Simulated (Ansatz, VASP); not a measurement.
# W2C: VASP beside Ansatz

```
CELL_PARAMETERS angstrom
3.07005 0.00000 0.00000
-1.53502 2.65874 0.00000
0.00000 0.00000 4.67843
ATOMIC_POSITIONS crystal
W 0.66667 0.33333 0.25367
W 0.33333 0.66667 0.74633
C 0.00000 0.00000 0.00000
```

The cell comes from a database or a generator and needn't be the stable form of this composition.

Alike in both runs: task single point; functional PBE; k mesh 10 × 10 × 6; occupations fermi-dirac, width 0.05 eV; no spin polarisation.

|  | VASP | Ansatz |
| --- | --- | --- |
| version | VASP 6.6.1 | Ansatz 0.2.0 |
| potentials or method | VASP PAW PBE potentials, release 64 (W_sv, C) | Ansatz PAW |
| plane-wave cutoff (eV) | 520 | 420 |
| valence electrons in the cell | 32 | 32 |

Ansatz gave:

* gap on the k mesh at the Fermi level (eV): none
* pressure (GPa): -1.8
* largest component of the traceless stress (GPa): 0.78
* rms of the force components (eV/Å): 0.001

Q: What did VASP give for the same quantities?

A: gap on the k mesh at the Fermi level (eV): none; pressure (GPa): -1.0; largest component of the traceless stress (GPa): 0.75; rms of the force components (eV/Å): 0.026.

Atom by atom the forces differ by 0.025 eV/Å (rms over components). A gap of «none» marks a metal or a gap that the smearing closes.

Spin-orbit coupling is left out, which matters for the levels of W.
